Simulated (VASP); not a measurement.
# Settings for Al₂O₃: band structure

Al₂O₃, R-3c (no. 167), 10 atoms in the cell. PBEsol; PAW potentials Al, O (PBE set). VASP 6.6.1.

Wanted: band energies at the path's corners within 0.006 eV; smallest gap over path and mesh within 0.003 eV.

What the run is for: bands; Accuracy asked: tight; Route: KPOINTS_OPT.

Band energies at the path's corners: counted from the valence top.

POSCAR:
```
Al2O3
1.0
    2.3802500000      1.3742379782      4.3318666667
   -2.3802500000      1.3742379782      4.3318666667
    0.0000000000     -2.7484759565      4.3318666667
Al O
4 6
Direct
    0.8521600000      0.8521600000      0.8521600000
    0.6478400000      0.6478400000      0.6478400000
    0.1478400000      0.1478400000      0.1478400000
    0.3521600000      0.3521600000      0.3521600000
    0.0566800000      0.7500000000      0.4433200000
    0.7500000000      0.4433200000      0.0566800000
    0.4433200000      0.0566800000      0.7500000000
    0.9433200000      0.2500000000      0.5566800000
    0.2500000000      0.5566800000      0.9433200000
    0.5566800000      0.9433200000      0.2500000000
```

The series start from Plane-wave cutoff (eV): 460; k-point mesh: 5 × 5 × 5; k points a path segment: 12; Electronic threshold (eV): 1e-6; Precision mode (PREC): Accurate; Bands in all (NBANDS): 44; Aspherical gradient terms in the spheres (LASPH): yes. Each series keeps the choices made before it, and each single choice may use up half of a tolerance.

## Plane-wave cutoff (eV)

| Plane-wave cutoff (eV) | Band energies at the path's corners, largest deviation (eV) | Smallest gap over path and mesh (eV) | Time (s) |
|---|---|---|---|
| 320 | 0.0789 | 6.1050 | 39 |
| 400 | 0.0170 | 6.1265 | 52 |
| 460 | 0.0009 | 6.1241 | 59 |
| 520 | 0.0039 | 6.1221 | 85 |
| 640 (reference) | 0.0000 | 6.1242 | 131 |

## k-point mesh

| k-point mesh | Band energies at the path's corners, largest deviation (eV) | Smallest gap over path and mesh (eV) | Time (s) |
|---|---|---|---|
| 2 × 2 × 2 | 0.0059 | 6.1208 | 118 |
| 3 × 3 × 3 | 0.0004 | 6.1240 | 133 |
| 4 × 4 × 4 | 0.0001 | 6.1241 | 138 |
| 5 × 5 × 5 | 0.0000 | 6.1242 | 131 |
| 6 × 6 × 6 | 0.0000 | 6.1242 | 153 |
| 7 × 7 × 7 (reference) | 0.0000 | 6.1242 | 156 |

## Electronic threshold (eV)

| Electronic threshold (eV) | Band energies at the path's corners, largest deviation (eV) | Smallest gap over path and mesh (eV) | Time (s) |
|---|---|---|---|
| 0.001 | 0.0048 | 6.1130 | 37 |
| 0.0001 | 0.0001 | 6.1237 | 44 |
| 1e-5 | 0.0004 | 6.1240 | 44 |
| 1e-6 | 0.0004 | 6.1240 | 47 |
| 1e-7 (reference) | 0.0000 | 6.1243 | 52 |

## Precision mode (PREC)

| Precision mode (PREC) | Band energies at the path's corners, largest deviation (eV) | Smallest gap over path and mesh (eV) | Time (s) |
|---|---|---|---|
| SingleN | 0.0012 | 6.1249 | 16 |
| Normal | 0.0000 | 6.1237 | 18 |
| Accurate (reference) | 0.0000 | 6.1237 | 44 |

## Bands in all (NBANDS)

| Bands in all (NBANDS) | Band energies at the path's corners, largest deviation (eV) | Smallest gap over path and mesh (eV) | Time (s) |
|---|---|---|---|
| 26 | 0.4297 | 6.1255 | 10 |
| 27 | 0.1133 | 6.1252 | 9.6 |
| 28 | 0.0023 | 6.1251 | 10 |
| 30 | 0.0002 | 6.1250 | 13 |
| 44 | 0.0001 | 6.1249 | 16 |
| 54 (reference) | 0.0000 | 6.1249 | 21 |

## Aspherical gradient terms in the spheres (LASPH)

| Aspherical gradient terms in the spheres (LASPH) | Band energies at the path's corners, largest deviation (eV) | Smallest gap over path and mesh (eV) | Time (s) |
|---|---|---|---|
| yes | 0.0000 | 6.1251 | 10 |
| no | 0.0015 | 6.1248 | 11 |

## Question

The rows run from the loosest to the tightest (no order: aspherical gradient terms in the spheres). For each series: choose the loosest value from which every tighter one stays within half of the tolerance; where there is no order, keep the first row unless others stay within half of the tolerance and take at least 30 % less time, and then take the fastest.

## Answer

- Plane-wave cutoff (eV): 640, the tightest run, since the next looser one is off by more than half of the tolerance (convergence isn't shown beyond it)
- k-point mesh: 3 × 3 × 3
- Electronic threshold (eV): 0.0001
- Precision mode (PREC): SingleN
- Bands in all (NBANDS): 28
- Aspherical gradient terms in the spheres (LASPH): yes

Also changed on the way, by series that aren't shown: k points a path segment: 5.

## All choices together

| Input | Band energies at the path's corners, largest deviation (eV) | Smallest gap over path and mesh (eV) | Time (s) |
|---|---|---|---|
| the program's defaults (naive) | 0.0186 | 6.1271 | 28 |
| chosen settings | 0.0029 | 6.1251 | 10 |
| reference settings throughout | 0.0000 | 6.1246 | 415 |

The chosen settings stay within the tolerance of the reference run, but the reference itself isn't shown to be converged in: Plane-wave cutoff (eV).

## The input

INCAR:
```
ALGO = Normal
EDIFF = 1E-4
EFERMI = MIDGAP
ENCUT = 640
GGA = PS
GGA_COMPAT = F
ISMEAR = 0
KPAR = 2
LASPH = T
LCHARG = F
LREAL = F
LWAVE = F
NBANDS = 28
NELM = 120
PREC = SingleN
SIGMA = 0.03
```

KPOINTS:
```
Automatic mesh
0
Gamma
  3 3 3
  0 0 0
```

KPOINTS_OPT:
```
path GLB1,BZGX,QFP1Z,LP
5
line-mode
reciprocal
 0.0000000000  0.0000000000  0.0000000000  G
 0.5000000000  0.0000000000  0.0000000000  L

 0.5000000000  0.0000000000  0.0000000000  L
 0.5000000000  0.2337604794 -0.2337604794  B1

 0.7662395206  0.5000000000  0.2337604794  B
 0.5000000000  0.5000000000  0.5000000000  Z

 0.5000000000  0.5000000000  0.5000000000  Z
 0.0000000000  0.0000000000  0.0000000000  G

 0.0000000000  0.0000000000  0.0000000000  G
 0.3668802397  0.0000000000 -0.3668802397  X

 0.6331197603  0.3668802397  0.0000000000  Q
 0.5000000000  0.5000000000  0.0000000000  F

 0.5000000000  0.5000000000  0.0000000000  F
 0.6331197603  0.6331197603  0.2337604794  P1

 0.6331197603  0.6331197603  0.2337604794  P1
 0.5000000000  0.5000000000  0.5000000000  Z

 0.5000000000  0.0000000000  0.0000000000  L
 0.7662395206  0.3668802397  0.3668802397  P
```

Commands:
```
cat potpaw_PBE.64/Al/POTCAR potpaw_PBE.64/O/POTCAR > POTCAR
mpirun -np 2 vasp_std > vasp.out
```

Limits: PBEsol gaps are mostly well below measured ones.

The chosen input took VASP 6.6.1 10 s on 2 cores (Intel Xeon 6975P-C (Granite Rapids)), a shared host.

## An input that fails: fixed density asked without a density file

VASP's message: ERROR: charge density could not be read from file CHGCAR for ICHARG>10.

Changes against the starting input:
```
- NELM = 120
+ NELM = 82
+ ICHARG = 11
```
